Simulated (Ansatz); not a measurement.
Theory: DFT PBE, scalar-relativistic, plane waves, PAW in Ansatz. All cells share a 420 eV cutoff and Γ-centred k meshes spaced at most about 0.3 Å⁻¹ (about 0.25 or finer for metals, 2π included). No spin polarisation.

Each guess is relaxed in cell and atoms at zero pressure, on a coarse mesh first where it starts far from rest and then on a converged one. The steps can't lower the symmetry of the start, but it can rise. Energies are static (0 K, no zero-point motion).

Two unrelaxed guesses for HfH₅:

Guess 1.

```
Hf H
1.0
     4.43614    0.00000    0.00000
    -2.21807    3.84181    0.00000
     0.00000    0.00000    3.54151
Hf H
1 5
Cartesian
  0.0000 0.0000 0.0000
  -1.1090 1.9209 1.7708
  0.0000 2.5612 0.0000
  2.2181 1.2806 0.0000
  2.2181 0.0000 1.7708
  1.1090 1.9209 1.7708
```

Guess 2.

```
Hf H
1.0
     4.33457    0.00000    0.00000
     0.00000    5.86690    0.00000
     0.00000    0.00000    5.39208
Hf H
2 10
Direct
  0.00000 0.00000 0.00000
  0.50000 0.50000 0.00000
  0.34444 0.31956 0.31954
  0.65556 0.68044 0.31954
  0.15556 0.81956 0.68046
  0.84444 0.18044 0.68046
  0.65556 0.68044 0.68046
  0.34444 0.31956 0.68046
  0.84444 0.18044 0.31954
  0.15556 0.81956 0.31954
  0.00000 0.00000 0.50000
  0.50000 0.50000 0.50000
```

Problem. Where do they end, and which end is lower?

Solution. Guess 2 ends lower, by 134 meV/atom. Guess 1: P6/mmm at 10.1 Å³/atom → P6/mmm (CaCu5 type) at 5.6 Å³/atom; Guess 2: Pbam at 11.4 Å³/atom → P4/mmm at 8.1 Å³/atom. Counting H atoms around Hf (those within 1.25 times the shortest such distance or 1.15 times the sum of covalent radii, 1.27 where that leaves under three; a plus sign parts nearer from farther groups), the end of guess 1 has Hf 6+12 and the end of guess 2 has Hf 10. End of guess 1. Conventional cell: a = 3.544 Å, c = 3.116 Å. Around Hf lie 6 H at 2.05 Å, 12 H at 2.36 Å and 2 Hf at 3.12 Å; H on a site of symmetry mmm has 8 H at 1.77–1.86 Å (long against the sum of covalent radii); H on a site of symmetry -6m2 is surrounded by 6 H at 1.86 Å, 3 Hf at 2.05 Å and 3 H at 2.05 Å. End of guess 2. Conventional cell: a = 3.409 Å, c = 4.184 Å. Hf is surrounded by 10 H at 1.99–2.09 Å; H on a site of symmetry 2mm is surrounded by 2 Hf at 1.99 Å, 4 H at 2.01–2.13 Å and 4 H at 2.41 Å; H on a site of symmetry 4/mmm is surrounded by 8 H at 2.01 Å and 2 Hf at 2.09 Å.

Ends held by symmetry can be saddle points. Neither end is the lowest form computed: that has space group Cmmm (No. 65) and lies 101 meV/atom below the better end. Even the lowest of the cells shown lies +0.13 eV/atom against the elements. These runs have no spin–orbit coupling, which can matter for Hf. With hydrogen, zero-point motion can shift such differences by 10 meV/atom or more. Some structure types and database cells were kept out of the candidates from the start, so a known form may be missing.
